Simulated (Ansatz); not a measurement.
**Cu in Ansatz: the effect of functional**

The system is Cu.

```
CELL_PARAMETERS angstrom
0.00000 1.80750 1.80750
1.80750 0.00000 1.80750
1.80750 1.80750 0.00000
ATOMIC_POSITIONS crystal
Cu 0.00000 0.00000 0.00000
```

Alike in all runs:

```yaml
Program: Ansatz 0.2.0
Task: projected density of states
Potentials_or_basis: Ansatz PAW
k_mesh: 7 × 7 × 7
Occupations: fermi-dirac, width 0.05 eV
Spin: no spin polarisation
```

```csv
functional,cutoff,pressure (GPa)
LDA,420 eV (not typed: the program's choice for these potentials),-12.7
PBEsol,420 eV (not typed: the program's choice for these potentials),-6.7
RPBE,420 eV (not typed: the program's choice for these potentials),6.5
revPBE,420 eV (not typed: the program's choice for these potentials),?
BLYP,420 eV (not typed: the program's choice for these potentials),9.7
r2SCAN,500 eV (not typed: the program's choice for these potentials),-5.0
HSE06,420 eV (not typed: the program's choice for these potentials),1.6
PBE0,420 eV (not typed: the program's choice for these potentials),1.4
r2SCAN0,500 eV (not typed: the program's choice for these potentials),-2.5
```

What does the run with functional revPBE give?

Pressure 5.2 GPa.

Caveats: all runs use coarse meshes; the PAW data sets come from PBE, with cores solved anew for the run's functional, which leaves a small shift of forces and pressure; the density of states is complete only up to the lowest level of the last band computed; the thresholds are loose for stress (some runs).

Runs at the PBE level aren't shown here.
